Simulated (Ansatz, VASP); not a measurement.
**Two plane-wave programs on BaTiO3 (Barioperovskite)**

Contents of INCAR:

```
PREC = Accurate ; ENCUT = 520
EDIFF = 1E-6 ; ISMEAR = -1
SIGMA = 0.05 ; LREAL = F
LASPH = T ; NELM = 100
ALGO = Normal ; ISIF = 2
LWAVE = F ; LCHARG = T
GGA = PE ; LELF = T
LVHAR = T ; NBANDS = 28
```

KPOINTS

```
regular mesh
0
Gamma
  7 7 7
```

POSCAR

```
BaTiO3
1.0
    3.9855000000      0.0000000000      0.0000000000
    0.0000000000      2.8369000000      2.8451500000
    0.0000000000     -2.8369000000      2.8451500000
Ba Ti O
1 1 3
Direct
    0.0000000000      0.0000000000      0.0000000000
    0.5000000000      0.5124000000      0.5124000000
    0.5000000000      0.9918400000      0.5052400000
    0.5000000000      0.5052400000      0.9918400000
    0.0000000000      0.4874000000      0.4874000000
```

The input input.yaml:

```yaml
crystal:
  lattice:
    - [3.9855, 0.0, 0.0]
    - [0.0, 2.8369, 2.84515]
    - [0.0, -2.8369, 2.84515]
  atoms:
    - { symbol: Ba, position: [0.0, 0.0, 0.0] }
    - { symbol: Ti, position: [0.5, 0.5124, 0.5124] }
    - { symbol: O, position: [0.5, 0.99184, 0.50524] }
    - { symbol: O, position: [0.5, 0.50524, 0.99184] }
    - { symbol: O, position: [0.0, 0.4874, 0.4874] }
hamiltonian:
  xc: pbe
  pseudopotentials: { kind: paw }
kpoints:
  mp_grid: { grid: [7, 7, 7] }
scf:
  occupations: { method: fermi_dirac, width: 0.05 }
output:
  forces: true
  stress: true
  eigenvalues: true
```

Alike in both runs: task single point; functional PBE; k mesh 7 × 7 × 7; occupations fermi-dirac, width 0.05 eV; no spin polarisation.

```csv
,VASP,Ansatz
version,VASP 6.6.1,Ansatz 0.2.0
potentials or method,"VASP PAW PBE potentials, release 64 (Ba_sv, Ti_sv, O)",Ansatz PAW
plane-wave cutoff (eV),520,420
valence electrons in the cell,40,40
```

VASP gave:

* gap on the k mesh at the Fermi level (eV): 1.92
* least direct gap on the mesh (eV): 2.06
* pressure (GPa): 4.1
* largest component of the traceless stress (GPa): 0.38
* rms of the force components (eV/Å): 0.123

Which values does Ansatz return?

gap on the k mesh at the Fermi level (eV): 1.98; least direct gap on the mesh (eV): 2.08; pressure (GPa): 2.3; largest component of the traceless stress (GPa): 0.39; rms of the force components (eV/Å): 0.128.

Atom by atom the forces differ by 0.014 eV/Å (rms over components). With one functional, cell and mesh, what is left measures potentials, basis and numerics.

Caveats: spin-orbit coupling is left out, which moves the levels of the heavy elements; an odd mesh through Γ misses points on the zone boundary, where band edges often lie (VASP); odd divisions of the mesh miss points on the zone boundary, where band edges often lie, so the gap on the mesh can be too wide (Ansatz); the pressure holds a Pulay correction of +0.5 GPa for the finite cutoff (Ansatz). PBE gaps usually lie below the measured ones, often by a third to a half.
